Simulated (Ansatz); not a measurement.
Geometry optimisation, DFT PBE-D3(BJ), scalar-relativistic, plane waves, PAW in Ansatz.

input.yaml

```yaml
accuracy: low
crystal:
  lattice:
    - [6.62, 0.0, 0.0]
    - [0.0, 6.62, 0.0]
    - [0.0, 0.0, 6.62]
  atoms:
    - { symbol: Ta, position: [0.0, 0.0, 0.0] }
    - { symbol: Ta, position: [0.5, 0.0, 0.0] }
    - { symbol: Ta, position: [0.0, 0.5, 0.0] }
    - { symbol: Ta, position: [0.0, 0.0, 0.5] }
    - { symbol: Ta, position: [0.25, 0.25, 0.25] }
    - { symbol: Ta, position: [0.5, 0.5, 0.0] }
    - { symbol: Ta, position: [0.5, 0.0, 0.5] }
    - { symbol: Ta, position: [0.75, 0.25, 0.25] }
    - { symbol: Ta, position: [0.0, 0.5, 0.5] }
    - { symbol: Ta, position: [0.25, 0.75, 0.25] }
    - { symbol: Ta, position: [0.25, 0.25, 0.75] }
    - { symbol: Ta, position: [0.5, 0.5, 0.5] }
    - { symbol: Ta, position: [0.75, 0.75, 0.25] }
    - { symbol: Ta, position: [0.75, 0.25, 0.75] }
    - { symbol: Ta, position: [0.25, 0.75, 0.75] }
    - { symbol: Ta, position: [0.75, 0.75, 0.75] }
    - { symbol: "N", position: [0.1185127, 0.7446637, 0.0063504] }
basis:
  ecutwfc: 420.0
kpoints:
  mp_grid: { grid: [2, 2, 2] }
hamiltonian:
  xc: pbe
  dispersion: d3bj
scf:
  occupations: { method: fermi_dirac, width: 0.05 }
  lower_state_search: "off"
relax:
  f_tol: 0.08
  max_steps: 25
  adjacent_minimum: "off"
```

Run as:

```bash
$ ansatz run input.yaml --threads 2 --pin off --max-ram 5120MiB --backend cpu --events-out ev --progress --plain --runs-dir out
```

Question: Where does it end, and by what steps?

Answer: It converged. Limits of this set-up: coarse k mesh, odd electron count without spin, a small cell, in which the defect meets its images, a typed lattice constant that wasn't relaxed here, low accuracy level. After 7 steps the energy has fallen by 2.843 eV; N17 moved furthest, 0.74 Å.

```json
{"step": "0", "energy less start (eV)": "0.0000", "largest force component (eV/Å)": "6.750", "accepted": "yes"}
{"step": "1", "energy less start (eV)": "-1.1149", "largest force component (eV/Å)": "1.457", "accepted": "yes"}
{"step": "2", "energy less start (eV)": "-1.8077", "largest force component (eV/Å)": "0.679", "accepted": "yes"}
{"step": "3", "energy less start (eV)": "-1.9908", "largest force component (eV/Å)": "1.690", "accepted": "yes"}
{"step": "4", "energy less start (eV)": "-2.2545", "largest force component (eV/Å)": "2.179", "accepted": "yes"}
{"step": "5", "energy less start (eV)": "-2.6590", "largest force component (eV/Å)": "1.666", "accepted": "yes"}
{"step": "6", "energy less start (eV)": "-2.8365", "largest force component (eV/Å)": "0.268", "accepted": "yes"}
{"step": "7", "energy less start (eV)": "-2.8430", "largest force component (eV/Å)": "0.045", "accepted": "yes"}
```

```xyz
17
Lattice="6.6200 0.0000 0.0000 0.0000 6.6200 0.0000 0.0000 0.0000 6.6200" Properties=species:S:1:pos:R:3
Ta 0.046 0.273 0.002
Ta 3.357 0.012 0.003
Ta 0.046 3.033 0.002
Ta 0.046 0.012 3.312
Ta 1.759 1.653 1.715
Ta 3.357 3.293 0.003
Ta 3.356 -0.047 3.313
Ta 4.953 1.653 1.716
Ta 0.046 3.293 3.312
Ta 1.662 4.963 1.619
Ta 1.757 1.653 4.911
Ta 3.356 3.353 3.312
Ta 5.050 4.963 1.620
Ta 4.953 1.653 4.909
Ta 1.663 4.963 5.006
Ta 5.050 4.963 5.006
N 0.047 4.963 0.002
```

Whether the end is a true minimum wasn't checked by a vibrational analysis.

Time of the run: 59 s on 2 threads of Arm Neoverse V1, on a shared host, peak memory 0.78 GiB.
